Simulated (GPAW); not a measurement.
The system is AlN.

```
Al N
1.0
     0.00000    2.03452    2.03452
     2.03452    0.00000    2.03452
     2.03452    2.03452    0.00000
Al N
1 1
Direct
  0.50000 0.50000 0.50000
  0.00000 0.00000 0.00000
```

Measurements of this composition are mostly on another form, of space group No. 186.

- Program: GPAW 26.7.0
- Task: relaxation of cell and atoms
- Functional: revPBE
- Dispersion: D3(BJ)
- Potentials or basis: the program's PAW data sets (release 1.2.1) made for this functional
- Cutoff: 800 eV
- Basis: pw
- k mesh: 11 × 11 × 11
- Occupations: fermi-dirac, width 0.05 eV
- Spin: no spin polarisation

At the start: pressure -8.2 GPa; volume 8.42 Å³/atom.

Q: How do energy, volume and symmetry change on relaxing?

A: Over 3 steps the energy falls by 5.6 meV/atom and the volume is 8.15 Å³/atom (-3.2 %); space group Fm-3m (No. 225, to 0.05 Å).

Step by step:
| step | energy change (eV) | largest force (eV/Å) | pressure (GPa) | volume (Å³) |
| --- | --- | --- | --- | --- |
| 1 | 0.0000 | 0.0000 | -8.18 | 16.84 |
| 2 | -0.0061 | 0.0000 | -5.93 | 16.69 |
| 3 | -0.0112 | 0.0000 | 0.19 | 16.30 |

Final structure:
```
CELL_PARAMETERS angstrom
0.00000 2.01246 2.01246
2.01246 0.00000 2.01246
2.01246 2.01246 0.00000
ATOMIC_POSITIONS crystal
Al 0.50000 0.50000 0.50000
N 0.00000 0.00000 0.00000
```

Caveat: later steps reuse the first step's grids.
